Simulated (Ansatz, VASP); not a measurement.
## Mo: VASP beside Ansatz

Contents of INCAR:

```
  ALGO = Normal
  EDIFF = 1E-6
  ENCUT = 520
  GGA = PE
  ISIF = 2
  ISMEAR = -1
  LASPH = T
  LCHARG = F
  LREAL = F
  LWAVE = F
  NBANDS = 13
  NELM = 80
  PREC = Accurate
  SIGMA = 0.08
```

The input KPOINTS:

```
k-points
0
Gamma
  16 16 16
```

The input POSCAR:

```
Mo
1.0
    2.1331656773      0.0000000000      0.0000000000
    0.0000000000      2.1331656773      0.0000000000
    0.0000000000      0.0000000000      2.1331656773
Mo
1
Direct
    0.0000000000      0.0000000000      0.0000000000
```

Input for Ansatz:

```yaml
crystal:
  lattice:
    - [2.1331656773, 0.0, 0.0]
    - [0.0, 2.1331656773, 0.0]
    - [0.0, 0.0, 2.1331656773]
  atoms:
    - { symbol: Mo, position: [0.0, 0.0, 0.0] }
kpoints:
  mp_grid: { grid: [16, 16, 16] }
scf:
  occupations: { method: fermi_dirac, width: 0.08 }
hamiltonian:
  xc: pbe
  pseudopotentials: { kind: all_electron, lapw: { basis_error: 0.001 } }
output:
  forces: true
  stress: true
  eigenvalues: true
  populations: true
```

Change from the starting cell: volume scaled by 0.55, LAPW.

Alike in both runs: task single point; functional PBE; k mesh 16 × 16 × 16; occupations fermi-dirac, width 0.08 eV; no spin polarisation.

|  | VASP | Ansatz |
| --- | --- | --- |
| version | VASP 6.6.1 | Ansatz 0.2.0 |
| potentials or method | VASP PAW PBE potentials, release 64 (Mo_sv) | all-electron LAPW, scalar-relativistic |
| plane-wave cutoff (eV) | 520 | see its input |

VASP gave:

- pressure (GPa): 392.3

Q: Which values does Ansatz return?

A: Pressure (GPa): 382.6.

Ansatz ran all-electron here, so the differences hold the error of VASP's frozen core and of both bases.

Caveats: the cell as given lies far from equilibrium; so large a pressure means that the cell lies far from this level's equilibrium, or that cutoff or potentials fall short (VASP).
